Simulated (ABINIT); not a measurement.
A run of ABINIT 10.8.3 (patched build):

The input run.abi:

```
# Datasets
ndtset 4

# Pseudopotentials
pp_dirpath "./"
pseudos "Sn.upf, Se.upf"

# Structure
acell 8.044153707 8.044153707 8.044153707
rprim
     0.0000000000     0.7071067812     0.7071067812
     0.7071067812     0.0000000000     0.7071067812
     0.7071067812     0.7071067812     0.0000000000
ntypat 2
znucl 50 34
natom 2
typat 1 2
xred
            0.0            0.0            0.0
            1/2            1/2            1/2

# Plane-wave basis
ecut 1088.455450 eV

# k points
kptopt 1
ngkpt 4 4 4
nshiftk 1
shiftk 0.0 0.0 0.0
istwfk *1

# Exchange and correlation
ixc 7

# Bands and occupations
occopt 1

# SCF cycle
nstep 80
diemac 6.0

# Output
iomode 3
prteig 0
prtebands 0

# Dataset 1: ground state
nband1 15
tolvrs1 1.0e-12
prtden1 1
prtwf1 0

# Dataset 2: empty bands at fixed density
iscf2 -2
getden2 1
nband2 72
nbdbuf2 6
tolwfr2 1.0e-12
nstep2 120
prtden2 0

# Dataset 3: screening
optdriver3 3
getwfk3 2
nband3 66
ecuteps3 5.0
ecutwfn3 24.0
inclvkb3 2
gwcalctyp3 7

# Dataset 4: self-energy
optdriver4 4
getwfk4 2
nband4 23
ecuteps4 5.0
ecutsigx4 40.0
ecutwfn4 40.0
symsigma4 1
gwcalctyp4 7
getscr4 3
gw_qprange4 0
```

Potentials or basis: PseudoDojo NC SR LDA v0.4.1 standard.

Launch:

```sh
$ abinit run.abi > log 2>&1
```

Hardware: 1 thread of Intel(R) Xeon(R) Platinum 8375C CPU @ 2.90GHz (Ice Lake), on a shared host.

Task: Estimate the wall time of this run.

Result: It took 2.8 min on 1 thread of Intel(R) Xeon(R) Platinum 8375C CPU @ 2.90GHz (Ice Lake), on a shared host, peak memory 0.33 GiB. Counts: scf iterations 24, mpi ranks 1, k points 8, bands 72, plane waves 4520.
